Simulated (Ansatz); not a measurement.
Crystal: Zr, fcc type, 1 atom in the cell.

The calculation used Ansatz, PBE, plane waves, PAW datasets (generated soft set 1).

Cutoff 420 eV; k-mesh 41×41×41 Γ-centred; Fermi–Dirac smearing of 0.0612 eV; no spin polarisation.

Q: What equilibrium volume, lattice constant and bulk modulus does this give?

A: V₀ = 23.213 Å³/atom (a₀ = 4.528 Å), B₀ = 90.1 GPa, B₀′ = 3.28. The points behind the fit:

```
V (Å³/atom)   a (Å)  E − E(min) (meV/atom)  P (GPa)
     21.833  4.4367                  25.17     6.11
     22.298  4.4679                  10.75     3.87
     22.762  4.4987                   2.53     1.83
     23.227  4.5291                   0.00    -0.05
     23.691  4.5591                   2.69    -1.78
     24.156  4.5887                  10.17    -3.36
     24.620  4.6180                  22.04    -4.81
```

The published all-electron PBE values for this crystal (mean of FLEUR and WIEN2k, k-spacing 0.06 Å⁻¹; Bosoni et al., Nat. Rev. Phys. 6, 45 (2024)) are V₀ = 23.213 Å³/atom, B₀ = 90.1 GPa, B₀′ = 3.29.

The stress includes the program's correction for the finite plane-wave basis.

This cubic structure is a model: it isn't the usual form of the substance at ambient conditions, and such phases are metastable or hypothetical.
